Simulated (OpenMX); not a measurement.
## KI under changes of volume

One of the cells (44.091 Å³/atom); the others are scaled copies at fixed shape and fractional positions:

```
I K
1.0
     0.00000    3.53277    3.53277
     3.53277    0.00000    3.53277
     3.53277    3.53277    0.00000
I K
1 1
Direct
  0.50000 0.50000 0.50000
  0.00000 0.00000 0.00000
```

| Item | Value |
| --- | --- |
| Program | OpenMX 3.8.5 |
| Functional | PBE |
| Potentials or basis | OpenMX 2013 PBE set, I7.0-s3p3d2f1, K10.0-s3p2d2, fixed grid of 42 × 42 × 42 points |
| k mesh | 7 × 7 × 7 |
| Occupations | fermi-dirac, width 0.05 eV |
| Spin | no spin polarisation |

```csv
volume (Å³/atom),energy over the lowest point (meV/atom),gap on the mesh (eV)
41.445,?,?
42.327,15.90,4.22
43.209,9.68,4.17
44.091,5.06,4.13
44.973,1.97,4.08
45.854,0.36,4.04
46.736,0.00,4.00
```

Q: What does the run at 41.445 Å³/atom give?

A: Energy over the lowest point 24.03 meV/atom; gap on the mesh 4.27 eV.

Worked out: A Birch-Murnaghan fit of order 3 (a polynomial in V^(-2/3)) to the other rows has its minimum at 46.52 Å³/atom with B0 = V·E''(V) = 12.0 GPa (rough, since the energies scatter). It gives 23.90 meV/atom at 41.445 Å³/atom, against the run's 24.03. A straight line through the other rows of the gap, of slope -2.22 eV per unit of ln V (its deformation potential), extrapolates to 4.26 eV, against the run's 4.27.

Energies are extrapolated to zero smearing.

Caveats: spin-orbit coupling is left out, which moves the levels of the heavy elements; an odd mesh through Γ misses points on the zone boundary, where band edges often lie; the basis of atomic orbitals isn't converged, which shifts pressures, moduli and gaps.
